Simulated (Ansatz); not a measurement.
# Ga (C2/c) in Ansatz: settings compared

The runs below take Ga through phonons, elastic constants, with PBE, PBEsol.

Program: Ansatz 0.2.0. These are calculated values, not measurements. Logs are shortened: lines on timing, memory, paths and dates and some standing lists are left out, and cuts for length are marked.

## Step 1: Starting point

Symmetry: C2/c, No. 15, monoclinic system. Conventional cell: a = 2.766 Å, b = 8.053 Å, c = 3.332 Å, α = 90.00°, β = 92.02°, γ = 90.00°. Ga (site symmetry 2) has 8 Ga at 2.69 to 2.92 Å as nearest neighbours.

This isn't the form of Ga at room conditions, which is orthorhombic.

## Step 2: Phonons, PBE

Input file input.yaml:

```yaml
crystal:
  lattice:
    - [1.383, -4.0265, 0.0]
    - [1.383, 4.0265, 0.0]
    - [-0.1174474948, 0.0, 3.3299294416]
  atoms:
    - { symbol: Ga, position: [0.131, 0.869, 0.75] }
    - { symbol: Ga, position: [0.869, 0.131, 0.25] }
hamiltonian:
  xc: pbe
  pseudopotentials: { kind: paw }
kpoints:
  mp_grid: { grid: [7, 7, 6] }
scf:
  occupations: { method: fermi_dirac, width: 0.05 }
phonons:
  method: dfpt
```

Potentials or basis: Ansatz PAW.

Command:

```bash
$ ansatz run input.yaml --threads 2 --pin off --max-ram 5632MiB --backend cpu --events-out ev --progress --plain --runs-dir out
```

The program printed:

```text
Warning: RAYON_NUM_THREADS=2 ignored (pool sized by the plan → 2); use --threads N
zone centre: on kpoints.mp_grid the ground state, and the responses unless they are solved on pairs of k-points, stand on 88 of the mesh's 294 k-points, reduced under 2 symmetry operations, with k and −k counted as one. Each operation leaves every solved displacement unchanged or reverses it
Engine: ansatz 0.2.0, x86_64-unknown-linux-gnu
Pseudopotentials: kind: paw
Pseudopotential: Ga, paw, valence charge 13, recommended cutoff 420 eV (normal), Ga.paw.azcp
Functional definition: PBE
  parameter kappa = 0.804
  parameter beta = 0.06672455060314922
  exchange = pbe_x(kappa = kappa, mu = beta*pi^2/3)
  correlation = pbe_c(beta = beta)
Crystal: 2 atoms, lattice volume = 37.086 Å³
Basis set: ecut = 420 eV, 721 PW (Γ), exchange–correlation on 60×60×48 points (8 copies of the dense FFT grid, shifted against one another)
Bands: 17, of which v1, the nominal top of the filled ones, is band 13 counted from 1 (12 counted from 0)
Symmetry: 4 space group operations
k-points: 88 of 294 (irreducible under 2 space group operations, time reversal used)
Non-local potential: Ga, projectors of the file, l = 0: 2, l = 1: 2, l = 2: 3, l = 3: 1
PAW form: soft (Blöchl's): semilocal exchange-correlation on the pseudo side does not see the compensation charge
PAW one-centre angular grid: Ga, 590 points (default); XC on 64 Gauss nodes
Initial density: superposition of atomic densities (neutral atoms: chi_scale 0, normalization atom), corrected by the library's trained network
Initial wavefunctions: pseudopotential atomic-orbital guess
Functional: x = pbe(κ = 0.804, μ = 0.2195149727645171), c = pbe(β = 0.06672455060314922)
SCF iter   1: F=—  HF=-7565.959508 eV  |F-HF|=—  |Δ(HF+E_count)|=         —  Δρ=1.21e-3  dr2=9.93e-4  ethr=1.77e-3  ⟨swp⟩=5.6  Hψ=7119  notcnv=0
preconditioner: auto → Kerker (q_TF=auto, 2.571 Å⁻¹)  [metal: Δε(μ)=0.036 eV  Ē_g=17.234 eV  σ=0.050 eV  W_gap=0.18  n_scr=12 (ndim 8)  ℏωp=31.1 eV  f_vac=0.000  D(μ)=1.03/eV (n_scr^D=4)]
SCF iter   2: F=—  HF=-7565.958934 eV  |F-HF|=—  |Δ(HF+E_count)|=   5.74e-4  Δρ=9.61e-4  dr2=5.12e-4  ethr=3.82e-6  ⟨swp⟩=2.0  Hψ=3141  notcnv=0
SCF iter   3: F=—  HF=-7565.958882 eV  |F-HF|=—  |Δ(HF+E_count)|=   5.13e-5  Δρ=5.04e-4  dr2=2.11e-4  ethr=1.97e-6  ⟨swp⟩=2.0  Hψ=2374  notcnv=0
SCF iter   4: F=—  HF=-7565.958861 eV  |F-HF|=—  |Δ(HF+E_count)|=   2.12e-5  Δρ=3.00e-4  dr2=1.44e-5  ethr=8.12e-7  ⟨swp⟩=2.5  Hψ=2236  notcnv=0
SCF iter   5: F=—  HF=-7565.958849 eV  |F-HF|=—  |Δ(HF+E_count)|=   1.25e-5  Δρ=8.64e-5  dr2=1.41e-6  ethr=5.54e-8  ⟨swp⟩=2.0  Hψ=2471  notcnv=0
SCF iter   6: F=—  HF=-7565.958850 eV  |F-HF|=—  |Δ(HF+E_count)|=   1.35e-6  Δρ=1.39e-5  dr2=4.33e-8  ethr=5.44e-9  ⟨swp⟩=2.7  Hψ=2661  notcnv=0
SCF iter   7: F=—  HF=-7565.958850 eV  |F-HF|=—  |Δ(HF+E_count)|=   2.32e-8  Δρ=3.23e-6  dr2=3.15e-9  ethr=1.67e-10  ⟨swp⟩=2.0  Hψ=2616  notcnv=0
SCF iter   8: F=—  HF=-7565.958850 eV  |F-HF|=—  |Δ(HF+E_count)|=   1.41e-9  Δρ=2.72e-6  dr2=1.43e-9  ethr=1.21e-11  ⟨swp⟩=2.5  Hψ=2644  notcnv=0
SCF iter   9: F=—  HF=-7565.958850 eV  |F-HF|=—  |Δ(HF+E_count)|=   1.07e-9  Δρ=5.83e-7  dr2=6.93e-11  ethr=5.51e-12  ⟨swp⟩=2.0  Hψ=2491  notcnv=0
SCF iter  10: F=-7565.958850 eV  HF=-7565.958850 eV  |F-HF|=0.00e0  |Δ(HF+E_count)|=  4.73e-11  Δρ=2.19e-8  dr2=1.07e-13  ethr=1.00e-12  ⟨swp⟩=5.7  Hψ=6871  notcnv=0
SCF 1 converged in 10 iterations: F = -7565.958850 eV  dr2 = 1.07e-13
DFPT response loops at Γ: preconditioner auto → Kerker (q_TF=auto, 2.571 Å⁻¹) (partly filled bands, converged f_vac=0.000); β = 1.00, the filter's whole step (`scf.mixing.beta` (0.50) is not read by the response loops under this deck's `scf.mixing.preconditioner`; to damp them name `kerker` or `kerker_dos`, under which they read `scf.mixing.beta`, and type it under 1.00, their step now; both keys bind the ground state too); Broyden in place of MSR1
SCF converged after 10 iterations
Free energy (F): -7565.958850 eV
Harris-Foulkes:  -7565.958850 eV  (|F-HF|=0.00e0)
Internal energy: -7565.950795 eV  (E = F + TS)
E sigma→0 (E₀):  -7565.954823 eV
Entropy (-TS):   -0.008054 eV (-4.027 meV/atom)
Fermi energy:    9.924694 eV
--- Per-component energies (eV) ---
  E_band       = -67.484968
  E_kinetic    = 230.228341
  E_local      = -3586.571328  (includes V_loc(G=0)·N_el)
  E_nonlocal   = 844.681677
  E_hartree    = 1686.527628
  E_xc         = -139.043908
  E_vxc        = -116.739433  (∫ρ·V_xc dr)
  E_paw        = -3971.575482  (= ΣΔE_a)
  E_vpaw       = -812.139263  (= ΣTr[D̂ρ^β])
  E_aug_tail   = -0.000228  (compensation charges beyond the density's cutoff)
  E_ewald      = -2630.197496
  E_smearing   = -0.008054  (= −TS)
  E_closure    = -0.000000  (closes the sum)
  Σ components = -7565.958850   (vs F -7565.958850, Δ=0.00e0)
--- Band table (eV; the first three rows and the last of 88) ---
  k-point 0: bands = ["-5.2336", "-5.2267", "-5.1909", "-5.1655", "-4.8923", "-4.8901", "-4.8614", "-4.8599", "-4.8433", "-4.7066", "-1.3296", "7.8074", "8.2754", "11.5295", "15.3262", "19.5828", "20.0871"]
  k-point 1: bands = ["-5.2483", "-5.1905", "-5.1843", "-5.1262", "-4.9337", "-4.9308", "-4.8522", "-4.8240", "-4.8236", "-4.7495", "-0.9474", "7.4349", "8.2533", "10.1580", "17.7548", "17.7957", "18.5626"]
  k-point 2: bands = ["-5.2461", "-5.1986", "-5.0971", "-5.0398", "-4.9759", "-4.9718", "-4.8992", "-4.8421", "-4.7908", "-4.7898", "0.2051", "4.6974", "9.5533", "10.6466", "14.4125", "14.7518", "20.7484"]
  k-point 87: bands = ["-5.1903", "-5.1903", "-5.1002", "-5.1002", "-4.9190", "-4.9190", "-4.8770", "-4.8770", "-4.8494", "-4.8494", "3.6762", "3.6762", "5.8187", "5.8187", "20.7279", "20.7279", "20.9821"]
--- Phonons (Γ-DFPT): 3 representative perturbations + reference, on 88 of 294 k-points (Σ response iterations 12) ---
  k mesh reduced under 2 symmetry operations, with k and −k counted as one. Each operation leaves every solved displacement unchanged or reverses it
  ASR residual: 3.238e-5 → 0.000e0 eV/Å²; symmetrization residual: 4.538e-7 eV/Å²
  ASR residual per site (eV/Å²): 3.24e-5 3.24e-5
  Γ frequencies (cm⁻¹): 0.00 0.00 0.00 31.22 131.26 199.41
  non-analytic LO–TO correction: not included (Born effective charges unavailable; polar crystals: no LO–TO splitting at Γ)
```

second_order_force_constants.tsv:

```text
# format = ansatz-second-order-force-constants/2
# a1_ang = 1.383e0 -4.0265e0 0e0
# a2_ang = 1.383e0 4.0265e0 0e0
[... 25 lines left out ...]
0	1	0	0	0	1	-1.27692831644648e-1	5.659721964607716e-16	-7.548582264827734e-2	5.659721964607716e-16	-5.097824346165569e0	1.1319443929215566e-15	-7.548582264827734e-2	1.1319443929215566e-15	-2.2058833082296596e0
1	0	0	0	0	0	-1.27692831644648e-1	5.659721964607716e-16	-7.548582264827734e-2	5.659721964607716e-16	-5.097824346165569e0	1.1319443929215566e-15	-7.548582264827734e-2	1.1319443929215566e-15	-2.2058833082296596e0
1	1	0	0	0	1	1.27692831644648e-1	-5.659721964607716e-16	7.548582264827734e-2	-5.659721964607716e-16	5.097824346165569e0	-1.1319443929215566e-15	7.548582264827734e-2	-1.1319443929215566e-15	2.2058833082296596e0
```

Wall time 27 s (2 threads of Intel Xeon at 2.50GHz (Skylake/Cascade Lake), shared host); peak memory 0.52 GiB.

Results:

```
Free energy                   : -7565.9588 eV
Band gap on the k mesh        : none (metal or under the smearing width)
Highest phonon frequency at Γ : 199 cm⁻¹
```

Levels at points of the mesh, in eV from the Fermi level:
```csv
k point,band 11,band 12,band 13,band 14,band 15,band 16
"(0.00, 0.00, 0.00)",-11.25,-2.12,-1.65,1.60,5.40,9.66
"(0.00, 0.00, -0.50)",-7.81,-7.81,1.67,1.67,2.42,2.42
```

Phonon frequencies in cm⁻¹ (negative: imaginary):
| q point | frequencies |
| --- | --- |
| (0.000, 0.000, 0.000) | 0 0 0 31 131 199 |

## Step 3: Elastic constants, PBEsol

input.yaml, as its differences from that of step 2:

```diff
@@ -9,3 +9,3 @@
 hamiltonian:
-  xc: pbe
+  xc: pbesol
   pseudopotentials: { kind: paw }
@@ -15,3 +15,7 @@
   occupations: { method: fermi_dirac, width: 0.05 }
-phonons:
-  method: dfpt
+output:
+  forces: true
+  stress: true
+elastic:
+  mode: relaxed_ion
+  stencil: two_point
```

Potentials or basis: Ansatz PAW.

Command:

```bash
$ ansatz run input.yaml --threads 2 --pin off --max-ram 5632MiB --backend cpu --events-out ev --progress --plain --runs-dir out
```

Run time: 3.4 min. Hardware: 2 threads of Intel Xeon at 2.50GHz (Skylake/Cascade Lake), shared host; peak memory 0.44 GiB.

Results (log left out):

```
Free energy            : -7486.3378 eV
Pressure               : -1.5 GPa
Band gap on the k mesh : none (metal or under the smearing width)
Voigt bulk modulus     : 53 GPa
```

Stress tensor (GPa, compression positive):
```
-1.79  0.00 -0.65
 0.00 -0.51  0.00
-0.65  0.00 -2.27
```

Levels at points of the mesh, in eV from the Fermi level:
```csv
k point,band 11,band 12,band 13,band 14,band 15,band 16
"(0.00, 0.00, 0.00)",-11.26,-2.09,-1.65,1.60,5.38,9.55
"(0.00, 0.00, -0.50)",-7.81,-7.81,1.65,1.65,2.46,2.46
```

Elastic tensor in Voigt notation (GPa, in the Cartesian axes of the cell as first typed):
```
 28  30 101   0 -21   0
 30 104  25   0  -8   0
100  23  34   0  24   0
  0   0   0  21   0  -8
-21  -9  23   0  -7   0
  0   0   0  -7   0  25
```

Caveat: the elastic tensor has a negative eigenvalue, so either the cell is unstable as it stands or the mesh is too thin; the PAW data sets come from PBE, with cores solved anew for the run's functional, which leaves a small shift of forces and pressure.
